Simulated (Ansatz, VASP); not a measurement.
One calculation of KCl, two programs

```
CELL_PARAMETERS angstrom
3.83920 0.00000 0.00000
0.00000 3.83920 0.00000
0.00000 0.00000 3.83920
ATOMIC_POSITIONS crystal
K 0.00000 0.00000 0.00000
Cl 0.50000 0.50000 0.50000
```

Measurements of this composition are mostly on another form, of space group No. 225.

Alike in both runs: task single point; functional PBE; k mesh 6 × 6 × 6; occupations gaussian, width 0.1 eV; no spin polarisation.

```csv
,VASP,Ansatz
version,VASP 6.6.1,Ansatz 0.2.0
potentials or method,"VASP PAW PBE potentials, release 64 (K_sv, Cl)","scalar-relativistic, plane waves, PAW"
plane-wave cutoff (eV),520,420
valence electrons in the cell,16,16
```

Ansatz gave:

```
gap on the k mesh at the Fermi level (eV) : 4.80
least direct gap on the mesh (eV)         : 5.00
pressure (GPa)                            : -0.1
```

Q: Estimate VASP's values.

A: gap on the k mesh at the Fermi level (eV): 4.80; least direct gap on the mesh (eV): 5.00; pressure (GPa): 0.0.

With one functional, cell and mesh, what is left measures potentials, basis and numerics.

A k mesh can miss the band edges.
